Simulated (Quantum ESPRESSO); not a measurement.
A calculation with Quantum ESPRESSO 7.5 of K (native input, structure typed inline):

pw.in

```
&CONTROL
  calculation = 'scf'
  prefix = 'pwscf'
  outdir = './tmp'
  pseudo_dir = './pseudo'
  tprnfor = .true.
  tstress = .true.
  disk_io = 'low'
/
&SYSTEM
  ibrav = 0
  nat = 1
  ntyp = 1
  ecutwfc = 45
  ecutrho = 360
  nbnd = 10
  occupations = 'smearing'
  smearing = 'fd'
  degauss = 0.00367493
/
&ELECTRONS
  conv_thr = 2d-10
  electron_maxstep = 120
  mixing_beta = 0.5
/
ATOMIC_SPECIES
K     39.0983 k_pbesol_v1.4.uspp.F.UPF
CELL_PARAMETERS angstrom
  -2.6975585167    2.6975585167    2.6975585167
   2.6975585167   -2.6975585167    2.6975585167
   2.6975585167    2.6975585167   -2.6975585167
ATOMIC_POSITIONS crystal
K      0.0000000000    0.0000000000    0.0000000000
K_POINTS automatic
7 7 7 0 0 0
```

pp_density.in

```
&INPUTPP
  prefix = 'pwscf'
  outdir = './tmp'
  filplot = 'density.dat'
  plot_num = 0
/
&PLOT
  nfile = 1
  filepp(1) = 'density.dat'
  iflag = 3
  output_format = 6
  fileout = 'density.cube'
/
```

The input pp_potential.in:

```
&INPUTPP
  prefix = 'pwscf'
  outdir = './tmp'
  filplot = 'potential.dat'
  plot_num = 11
/
&PLOT
  nfile = 1
  filepp(1) = 'potential.dat'
  iflag = 3
  output_format = 6
  fileout = 'potential.cube'
/
```

Potentials or basis: GBRV 1.5 PBEsol.

Launch:

```sh
$ OMP_NUM_THREADS=1 mpirun -n 2 pw.x -nk 2 -in pw.in > pw.out
$ OMP_NUM_THREADS=1 mpirun -n 1 pp.x -in pp_density.in > pp_density.out
$ OMP_NUM_THREADS=1 mpirun -n 1 pp.x -in pp_potential.in > pp_potential.out
```

Task: Write the same calculation in another form: ASE script, structure from a P1 CIF.

Result: As run:

File run.py:

```python
import numpy as np
from ase.calculators.espresso import Espresso, EspressoProfile
from ase.io import read

atoms = read('K.cif')

input_data = {
    'control': {'calculation': 'scf', 'prefix': 'pwscf', 'outdir': './tmp', 'tprnfor': True, 'tstress': True, 'disk_io': 'nowf'},
    'system': {'ecutwfc': 45.0, 'ecutrho': 360.0, 'nbnd': 10, 'occupations': 'smearing', 'smearing': 'fd', 'degauss': 0.00367493},
    'electrons': {'conv_thr': 2e-10, 'electron_maxstep': 120, 'mixing_beta': 0.5},
}
pseudopotentials = {'K': 'k_pbesol_v1.4.uspp.F.UPF'}
profile = EspressoProfile(command='mpirun -n 2 pw.x -nk 2', pseudo_dir='pseudo')
dft = Espresso(profile=profile, input_data=input_data, pseudopotentials=pseudopotentials, kpts=(7, 7, 7), koffset=(0, 0, 0))
atoms.calc = dft

print(f'energy {atoms.get_potential_energy():.8f} eV')
print('forces (eV/A)')
print(np.round(atoms.get_forces(), 6))
print('stress (eV/A^3, Voigt)')
print(np.round(atoms.get_stress(), 8))
print(f'Fermi level {dft.get_fermi_level():.4f} eV')
```

The input K.cif:

```cif
data_K
_cell_length_a 4.67230841
_cell_length_b 4.67230841
_cell_length_c 4.67230841
_cell_angle_alpha 109.47122063
_cell_angle_beta 109.47122063
_cell_angle_gamma 109.47122063
_space_group_name_H-M_alt 'P1'
_space_group_name_Hall 'P 1'
_space_group_IT_number 1
loop_
_space_group_symop_operation_xyz
'x,y,z'
loop_
_atom_site_label
_atom_site_type_symbol
_atom_site_symmetry_multiplicity
_atom_site_Wyckoff_symbol
_atom_site_fract_x
_atom_site_fract_y
_atom_site_fract_z
_atom_site_occupancy
K1 K 1 a 0.0000000000 0.0000000000 0.0000000000 1
```

Potentials or basis: GBRV 1.5 PBEsol.

Launch:

```sh
$ OMP_NUM_THREADS=1 python run.py
```

Both were run:

|  | native input, structure typed inline | ASE script, structure from a P1 CIF |
| --- | --- | --- |
| Pressure | -0.5 GPa | -0.5 GPa |
| Band gap on the k mesh | none (metal or under the smearing width) | none (metal or under the smearing width) |

Keys that steer only the numerical path or the files written may differ.
